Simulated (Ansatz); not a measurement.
## Relaxing F in the hcp type

First guess:

```yaml
crystal:
  lattice:
    - [2.51233, 0.00000, 0.00000]
    - [-1.25617, 2.17574, 0.00000]
    - [0.00000, 0.00000, 4.06998]
  atoms:
    - { symbol: F, position: [0.33333, 0.66667, 0.25000] }
    - { symbol: F, position: [0.66667, 0.33333, 0.75000] }
```

Method: DFT, PBE, PAW with Ansatz's default frozen-core files, scalar-relativistic (Ansatz 0.2.0).

Cell and atoms relax within the symmetry of the start on a 19×19×10 k mesh with 0.08 eV Fermi–Dirac smearing.

The start is built from a prototype, known or not as a phase of this compound; the cutoff is 420 eV.

Question: What is the pressure of the first guess?

Answer: -2.85 GPa.

Question: What does it relax to?

Answer: a = 2.903 Å, b = 2.903 Å, c = 2.921 Å, α = 90.00°, β = 90.00°, γ = 120.00° (conventional cell), 10.66 Å³ per atom:
Space group P6_3/mmc (No. 194). a = 2.903 Å, b = 2.903 Å, c = 2.921 Å, α = 90.00°, β = 90.00°, γ = 120.00°
```json
{"atom": "F", "site": "2c", "symmetry": "-6m2", "x": "0.3333", "y": "0.6667", "z": "0.2500"}
```

Question: How much energy does the relaxation release?

Answer: 205 meV/atom.
